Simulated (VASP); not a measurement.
Al2Cu:

```
CELL_PARAMETERS angstrom
-2.03034 2.03034 2.85109
2.03034 -2.03034 2.85109
2.03034 2.03034 -2.85109
ATOMIC_POSITIONS crystal
Cu 0.50000 0.50000 0.00000
Al 0.25000 0.75000 0.50000
Al 0.75000 0.25000 0.50000
```

The cell comes from a database or a generator and needn't be the stable form of this composition.

| Quantity | Value |
| --- | --- |
| Program | VASP 6.6.1 |
| Task | single point |
| Functional | PBEsol |
| Potentials or basis | VASP PAW PBE potentials, release 64 (Cu, Al) |
| Cutoff | 520 eV |
| k mesh | 9 × 9 × 9 |
| Occupations | fermi-dirac, width 0.05 eV |
| Spin | no spin polarisation |

On this cell: pressure 0.1 GPa; largest force under 0.003 eV/Å; band gap on the k mesh none (metal or under the smearing width).

The same run follows on a disturbed copy (atoms moved at random, drawn with an rms of 0.05 Å):

```
CELL_PARAMETERS angstrom
-2.03034 2.03034 2.85109
2.03034 -2.03034 2.85109
2.03034 2.03034 -2.85109
ATOMIC_POSITIONS crystal
Cu 0.50419 0.49473 0.00226
Al 0.24558 0.74512 0.50113
Al 0.74798 0.24973 0.50093
```

What changes?

The energy (extrapolated to zero smearing) moves by +1.4 meV/atom; pressure 0.2 GPa; largest force 0.230 eV/Å; band gap on the k mesh none (metal or under the smearing width).

Forces on the atoms (eV/Å):
```
Cu   0.130 -0.176 -0.073
Al  -0.049  0.074  0.114
Al  -0.081  0.102 -0.041
```

Stress tensor (GPa, compression positive):
```
-0.27  0.02 -0.10
 0.02  0.55 -0.09
-0.10 -0.09  0.34
```

Caveats: the PAW data sets were made with another functional, which shifts forces and pressure a little.
